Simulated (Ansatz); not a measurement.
# 1T-SiSSe monolayer in a perpendicular field, part 4 of 4

Aim: how the 1T-SiSSe monolayer screens a field along its normal, and what the field does to its bands. A positive field points along +c.

Ansatz 0.2.0; plane-wave DFT, LDA, Ansatz PAW (the session's first sound run).

So far. Step 19 (Same geometry, cutoff 500 eV, functional r2SCAN (run 2)): The dipole is -0.0413 e·Å. Step 20 (Response at this level): The induced dipole is that of a conductor 4.76 Å thick.

### Step 21. Same geometry, cutoff 420 eV, functional HSE06

This step: plane-wave DFT, HSE06, Ansatz PAW (Ansatz 0.2.0).

The geometry is kept and the functional is HSE06; other changes against the main runs: SCF threshold 1.0e-10 → 1.0e-09 eV and k-mesh 18×18×1 → 6×6×1.

input.yaml

```yaml
crystal:
  lattice:
    - [3.3431803024, 0.0, 0.0]
    - [-1.6715901512, 2.8952790713, 0.0]
    - [0.0, 0.0, 20.736355663]
  atoms:
    - { symbol: Se, position: [0.6666666667, 0.3333333333, 0.4340203335] }
    - { symbol: Si, position: [0.0, 0.0, 0.5036303185] }
    - { symbol: S, position: [0.3333333333, 0.6666666667, 0.5659796665] }
kpoints:
  mp_grid: { grid: [6, 6, 1] }
hamiltonian:
  xc: hse06
scf:
  occupations: { method: fermi_dirac, width: 0.02585 }
  convergence: { dr2_threshold: 1.0e-09 }
efield:
  axis: 3
  dipole_correction: true
  ramp_position: 0.97
  ramp_width: 0.06
  amplitude: 0.1
output:
  write_potential: true
  write_density: true
  volumetric_format: npy
```

Launch:

```console
> ansatz run input.yaml --threads 2 --pin off --max-ram 3072MiB --backend cpu --events-out ev --progress --plain --runs-dir out
```

Numbers of over 12 decimals in the logs are rounded to 6 here.

The log of the run:

```text
[...]
Crystal: 3 atoms, lattice volume = 200.716 Å³
Basis set: ecut = 420 eV, 4017 PW (Γ)
Bands: 17, of which v1, the nominal top of the filled ones, is band 13 counted from 1 (12 counted from 0)
Symmetry: 6 space group operations
[...]
k-points: 7 of 36 (time reversal used)
[...]
k-point 0: bands = [... 9 lower, -3.7394, -3.7394, -2.3623, -2.3623, 1.5571, 2.6678]
  k-point 1: bands = [... 9 lower, -4.6167, -4.2710, -4.0586, -2.4100, 1.6002, 3.0973]
  k-point 2: bands = [... 9 lower, -6.0782, -5.6701, -3.8351, -2.9440, -0.1485, 3.1336]
  k-point 6: bands = [... 9 lower, -7.9578, -7.6324, -4.1502, -3.8758, 0.8801, 4.3549]
  guard bands above this table: 2 of the run's 17 bands. The solve was not asked for them (output.publish_guard_bands: true or output.eigenvalues: true publishes all)
[key lines of the parts left out:]
Free energy (F): -7010.701453 eV
Fermi energy:    -1.655040 eV
Dipole field:    D = 0.008324 V/Å  (p = 0.009233 e·Å, saw-weighted, corrected)
```

The job ended after 23 s (2 threads of Intel Xeon Platinum 8488C (Sapphire Rapids), shared host; peak memory 2.1 GiB; 44 s of CPU time).

A gap read on the k-mesh alone can miss the band edges.

The dipole is 0.00923 e·Å.

### Step 22. Same geometry, cutoff 420 eV, functional HSE06 (run 2)

The same run in the opposite field.

Edit input.yaml of step 21 so:

```diff
@@ -21,3 +21,3 @@
   ramp_width: 0.06
-  amplitude: 0.1
+  amplitude: -0.1
 output:
```

The log of the run:

```text
[...]
Crystal: 3 atoms, lattice volume = 200.716 Å³
Basis set: ecut = 420 eV, 4017 PW (Γ)
Bands: 17, of which v1, the nominal top of the filled ones, is band 13 counted from 1 (12 counted from 0)
Symmetry: 6 space group operations
[...]
k-points: 7 of 36 (time reversal used)
[...]
--- Band table (eV; the first three rows and the last of 7) ---
  k-point 0: bands = [... 9 lower, -3.7469, -3.7469, -2.3355, -2.3355, 1.5685, 2.7265]
  k-point 1: bands = [... 9 lower, -4.6168, -4.2513, -4.0492, -2.3904, 1.6079, 3.2166]
  k-point 2: bands = [... 9 lower, -6.0679, -5.6671, -3.8232, -2.9273, -0.1388, 3.1643]
  k-point 6: bands = [... 9 lower, -7.9452, -7.6212, -4.1536, -3.8490, 0.8928, 4.3909]
[...]
[key lines of the parts left out:]
Free energy (F): -7010.704697 eV
Fermi energy:    -1.637336 eV
Dipole field:    D = -0.037566 V/Å  (p = -0.041669 e·Å, saw-weighted, corrected)
```

Run time: 24 s. Hardware: 2 threads; peak memory 2.1 GiB; 47 s of CPU time.

The dipole is -0.0417 e·Å.

### Step 23. Comparing the runs

Times are for 2 threads of Intel Xeon Platinum 8488C (Sapphire Rapids), shared host. Results by setting:

```csv
no.,functional,field,dipole along the normal (e·Å),time,memory (GiB)
1,lda,0.1 V/Å,0.01035,1.5 s,0.41
2,lda,-0.1 V/Å,-0.04142,1.5 s,0.41
3,pbe,0.1 V/Å,0.008267,1.6 s,0.42
4,pbe,-0.1 V/Å,-0.04336,1.5 s,0.42
5,r2scan,0.1 V/Å,0.009676,4.9 s,0.73
6,r2scan,-0.1 V/Å,-0.04126,6 s,0.74
7,hse06,0.1 V/Å,0.009233,23 s,2.1
8,hse06,-0.1 V/Å,-0.04167,24 s,2.1
```

### Step 24. Response at this level

This step: plane-wave DFT, HSE06, Ansatz PAW; response to a field along the normal, atoms held (Ansatz 0.2.0).

The induced dipole is that of a conductor 4.76 Å thick.

### Step 25. Varying the input

This step: plane-wave DFT, LDA, Ansatz PAW (Ansatz 0.2.0).

An input spoilt on purpose, to show how the run answers: it repeats the earlier run at 0.1 V/Å with basis.ecutwfc to 30, and scf.max_iter set to 80.

input.yaml, the sections that differ from step 22:

```yaml
kpoints:
  mp_grid: { grid: [18, 18, 1] }
  band_path:
    path: [[0, 0, 0], [0.5, 0, 0], [0.33333333, 0.33333333, 0], [0, 0, 0]]
    npoints: 16
hamiltonian:
  xc: lda
scf:
  occupations: { method: fermi_dirac, width: 0.02585 }
  convergence: { dr2_threshold: 1.0e-10 }
  max_iter: 80
efield:
  axis: 3
  dipole_correction: true
  ramp_position: 0.97
  ramp_width: 0.06
  amplitude: 0.1
basis:
  ecutwfc: 30
# crystal, output: as in step 22
```

The log of the run:

```text
Warning: basis.ecutwfc = 30 eV is below the records' recommended 420 eV, and the density's cutoff is lower with it unless basis.ecutrho_ratio is high enough to keep the records' density cutoff: compare with a run at a higher cutoff
[...]
Crystal: 3 atoms, lattice volume = 200.716 Å³
Basis set: ecut = 30 eV, 85 PW (Γ)
Bands: 17, of which v1, the nominal top of the filled ones, is band 13 counted from 1 (12 counted from 0)
Symmetry: 6 space group operations
[...]
k-points: 37 of 324 (time reversal used)
[...]
SCF iter   1: F=—  HF=-6184.642512 eV  |F-HF|=—  |Δ(HF+E_count)|=         —  Δρ=7.58e-1  dr2=1.81e3  ethr=3.10e-3  p=0.027 e·Å  D=2.44e-2 V/Å  ΔV_dip=-0.51 eV  dr2_dipole=2.90e1  V_vac-E_F(+/−)=-1.37/-2.62 eV  ⟨swp⟩=2.8  Hψ=7066  notcnv=0
[...]
automatic band count: the SCF goes on with 21 bands, as 17 were too few: the levels above may hold too much charge
[...]
SCF iter   2: F=—  HF=-4810.406097 eV  |F-HF|=—  |Δ(HF+E_count)|=    1.37e3  Δρ=1.02e-1  dr2=1.44e2  ethr=3.10e-3  p=-0.654 e·Å  D=-5.89e-1 V/Å  ΔV_dip=12.22 eV  dr2_dipole=5.46e1  V_vac-E_F(+/−)=9.06/-3.10 eV  ⟨swp⟩=6.9  Hψ=4071  notcnv=0  defer=77
[...]
SCF iter  12: F=-4767.739767 eV  HF=-4767.739767 eV  |F-HF|=3.64e-12  |Δ(HF+E_count)|=  2.18e-11  Δρ=1.33e-8  dr2=3.84e-12  ethr=1.00e-12  p=0.268 e·Å  D=2.42e-1 V/Å  ΔV_dip=-5.01 eV  dr2_dipole=4.08e-13  V_vac-E_F(+/−)=16.33/19.81 eV  ⟨swp⟩=18.1  Hψ=6466  notcnv=0
the search or the solves at the SCF's close seem to have found levels that the self-consistency loop had missed (the run counts 2). By its estimate they hold under 1e-12 electrons; where the run keeps them, the occupations were computed again with them
WARN: efield: at this solve's end the planar-averaged density reaches 2.69e-3 e/Å³ inside the ramp window [0.9218, 0.0782] (bound 1e-5 e/Å³); the window's nearer edge stands 7.38 Å from this solve's nearest atom along the axis. Its free energy, forces, stress, dipole, levels and responses can be off, and this figure does not tell by how much. The cell may have no vacuum along `efield.axis`. A short vacuum, a low `basis.ecutwfc` or `basis.ecutrho_ratio` and negative occupations (`scf.occupations.method`) can put density there. See the manual's quickstart, § The vacuum guard
SCF 1 converged in 12 iterations: F = -4767.739767 eV  dr2 = 3.84e-12
[...]
SCF converged after 12 iterations
Free energy (F): -4767.739767 eV
[...]
Internal energy: -4767.738176 eV  (E = F + TS)
E sigma→0 (E₀):  -4767.738972 eV
Entropy (-TS):   -0.001591 eV (-0.530 meV/atom)
Fermi energy:    -3.959160 eV
Dipole field:    D = 0.241557 V/Å  (p = 0.267942 e·Å, saw-weighted, corrected)
Work function:   not extracted (applied field tilts the vacuum); planar V_es + V_field profile in the machine report
[...]
Vacuum region:   at the solve's end the planar-averaged density reaches 2.69e-3 e/Å³ inside the ramp window [0.9218, 0.0782] (bound 1e-5 e/Å³)
[...]
--- Band table (eV; the first three rows and the last of 37) ---
  k-point 0: bands = [... 9 lower, -8.1313, -7.5120, -7.5120, -5.8703, -5.8703, -3.5965, -1.4379, 0.6026, ... 4 higher]
  k-point 1: bands = [... 9 lower, -10.2509, -10.1714, -8.3201, -7.4129, -7.1300, -4.2883, -1.5167, 0.0650, ... 4 higher]
  k-point 2: bands = [... 9 lower, -10.5147, -10.0680, -7.5233, -7.1506, -7.0294, -3.7526, -0.7906, 1.2629, ... 4 higher]
  k-point 36: bands = [... 9 lower, -14.7530, -11.8509, -9.7525, -5.6740, -4.7039, 0.1220, 4.9006, 4.9540, ... 4 higher]
```

Elapsed: 0.95 s, on 2 threads; peak memory 0.3 GiB.

```csv
quantity,this run,earlier run,difference
dipole along the normal (e·Å),0.2679,0.01029,0.26
```

It moves by +0.258 e·Å.

With this change the program also warns of density in the ramp of the sawtooth; these numbers are not the system's.

### Step 26. A changed input: efield.amplitude = 0.3

Another changed input: it repeats the earlier run at 0.1 V/Å with efield.amplitude from 0.1 to 0.3.

Edit input.yaml of step 25 so:

```diff
@@ -19,3 +19,2 @@
   convergence: { dr2_threshold: 1.0e-10 }
-  max_iter: 80
 efield:
@@ -25,3 +24,3 @@
   ramp_width: 0.06
-  amplitude: 0.1
+  amplitude: 0.3
 output:
@@ -30,3 +29 @@
   volumetric_format: npy
-basis:
-  ecutwfc: 30
```

The log of the run:

```text
[...]
Crystal: 3 atoms, lattice volume = 200.716 Å³
Basis set: ecut = 420 eV, 4017 PW (Γ)
Bands: 17, of which v1, the nominal top of the filled ones, is band 13 counted from 1 (12 counted from 0)
Symmetry: 6 space group operations
[...]
k-points: 37 of 324 (time reversal used)
[...]
SCF iter   1: F=—  HF=-6863.065878 eV  |F-HF|=—  |Δ(HF+E_count)|=         —  Δρ=2.05e-2  dr2=8.49e-1  ethr=3.10e-3  p=0.083 e·Å  D=7.49e-2 V/Å  ΔV_dip=-1.55 eV  dr2_dipole=4.82e-3  V_vac-E_F(+/−)=8.54/4.52 eV  ⟨swp⟩=10.0  Hψ=4638  notcnv=0
[...]
SCF iter  13: F=-6862.790493 eV  HF=-6862.790493 eV  |F-HF|=2.27e-11  |Δ(HF+E_count)|=  2.22e-10  Δρ=4.50e-8  dr2=6.09e-12  ethr=1.00e-12  p=0.062 e·Å  D=5.60e-2 V/Å  ΔV_dip=-1.16 eV  dr2_dipole=8.71e-13  V_vac-E_F(+/−)=7.80/3.39 eV  ⟨swp⟩=1.2  Hψ=1530  notcnv=0
SCF 1 converged in 13 iterations: F = -6862.790493 eV  dr2 = 6.09e-12
[...]
SCF converged after 13 iterations
Free energy (F): -6862.790493 eV
[...]
Internal energy: -6862.790493 eV  (E = F + TS)
E sigma→0 (E₀):  -6862.790493 eV
Entropy (-TS):   -0.000000 eV (-0.000 meV/atom)
Fermi energy:    -1.771471 eV
Dipole field:    D = 0.056028 V/Å  (p = 0.062148 e·Å, saw-weighted, corrected)
Work function:   not extracted (applied field tilts the vacuum); planar V_es + V_field profile in the machine report
[...]
--- Band table (eV; the first three rows and the last of 37) ---
  k-point 0: bands = [... 9 lower, -3.2832, -3.2832, -2.1124, -2.1124, 0.7320, 1.8414, 2.4350, 2.5071]
  k-point 1: bands = [... 9 lower, -3.6256, -3.4187, -2.4059, -2.0820, 0.9790, 2.0596, 2.3781, 2.5916]
  k-point 2: bands = [... 9 lower, -3.7355, -3.6876, -3.0801, -2.0653, 1.2438, 2.0781, 2.6464, 2.8416]
  k-point 36: bands = [... 9 lower, -7.1808, -6.8812, -3.6486, -3.4760, 0.2038, 3.5407, 3.7439, 4.8194]
```

The job ended after 8.9 s (2 threads; peak memory 0.52 GiB; 17 s of CPU time).

Numbers from this step:

```yaml
dipole_along_the_normal: 0.06215 e·Å
gap_along_the_path: 0.5555 eV
smallest_direct_gap_along_the_path: 1.368 eV
gap_the_smaller_of_path_and_mesh: 0.5555 eV
```

The electronic bands at the labelled points (eV, zero at the Fermi level of the run, which the smearing sets inside the gap):

```csv
point,band 10,band 11,band 12,band 13,band 14,band 15,band 16,band 17
Γ,-1.51,-1.51,-0.34,-0.34,2.50,3.61,4.21,4.28
halfway,-3.19,-2.88,-1.68,-0.59,1.80,4.32,5.17,5.45
M,-3.66,-3.36,-1.77,-1.10,0.26,3.92,4.51,5.37
halfway,-4.98,-3.78,-1.96,-1.60,1.65,4.84,5.24,5.55
K,-5.41,-5.11,-1.88,-1.70,1.98,5.31,5.52,6.59
halfway,-4.51,-2.51,-2.02,-1.19,2.70,4.47,5.09,5.80
Γ,-1.51,-1.51,-0.34,-0.34,2.50,3.61,4.21,4.28
```

The electronic bands as a text plot (rows in eV, shown from -8.3 to 4.3 only):

```
    4.0 |++++++++   +++++++++++++                         +++++++
    3.5 |++                                                    ++
    3.0 |  +++++                                      +++++++++
    2.4 |++     +                              +++++++         ++
    1.9 |        +++                +++++++++++
    1.4 |           ++            ++
    0.9 |             +++       ++
    0.4 |                +++++++
   -0.2 |********                                           *****
   -0.7 | **     ********                                *** ***
   -1.2 |   *            ********            ************ ***
   -1.7 |************************************         ***********
   -2.3 |********                   ***     ***********     *****
   -2.8 |    **  ***                               *      ***
   -3.3 |          ***************              ***      ***
   -3.8 |      *     ***********  ***          *       ***
   -4.4 |       *               **   **      **    ******
   -4.9 |        ***              **   ************ ***
   -5.4 |           **              *********      *
   -5.9 |             ****          ***************
   -6.5 |***********      **********                  ***********
   -7.0 |           **                             ***
   -7.5 |             **                         **
   -8.0 |               **                     **
         Γ                   M           K                      Γ
```

```csv
quantity,this run,earlier run,difference
dipole along the normal (e·Å),0.06215,0.01029,0.052
gap along the path (eV),0.5555,0.5452,0.010
smallest direct gap along the path (eV),1.368,1.364,0.0047
```

The applied field differs, and the slope found earlier predicts a dipole of 0.0621 e·Å; this run gives 0.0621 e·Å, in line with it.

Besides the dipole, what moves beyond 0.01 in its unit (for the dipole 0.5 % and 5e-5 e·Å): gap along the path (+0.0104 eV).

### Step 27. What came out

| Quantity | Value |
| --- | --- |
| gap without field | 0.540 eV |
| ionisation energy, upper face | 6.06 eV |
| electron affinity, upper face | 5.52 eV |
| step between the vacuum levels | 0.292 eV |
| equivalent conductor thickness, atoms held | 4.84 Å |
| equivalent conductor thickness, atoms relaxed | 4.90 Å |
| equivalent conductor thickness, LDA | 4.84 Å |
| equivalent conductor thickness, PBE | 4.83 Å |
| equivalent conductor thickness, r2SCAN | 4.76 Å |
| equivalent conductor thickness, HSE06 | 4.76 Å |

What this shows: The induced dipole equals that of a perfect conductor 4.84 Å thick, while the outer atoms lie 2.74 Å apart; an out-of-plane ε follows only once a thickness t is chosen, by 1 − 1/ε = 4.84 Å / t. The two faces differ: the vacuum level above lies 0.29 eV higher than the one below. The gap goes from 0.54 eV to 0.57 eV at 0.5 V/Å. Letting the atoms follow the field adds 0.06 Å to the equivalent conductor thickness: the ionic part of the response. Across the functionals the thickness runs from 4.76 to 4.84 Å; those runs use a coarser k-mesh, so they are to be compared with each other. Semilocal functionals give gaps that are too small, and excitons are not included. Spin-orbit coupling is left out.

[Logs are printed without paths, hosts, clocks, repeated set-up lines and the standing remarks that a program may print on its own settings, such as how far it seeks lower states.]

[Hosts, paths, dates, database ids (printed as entryN), source tags and the programs' standing remarks are cut or masked in the printed files.]

[Maps of the electrostatic potential energy from Ansatz leave out the sawtooth potential of an applied field or a dipole correction, so their vacuum need not be flat; planar profiles and work functions include it.]
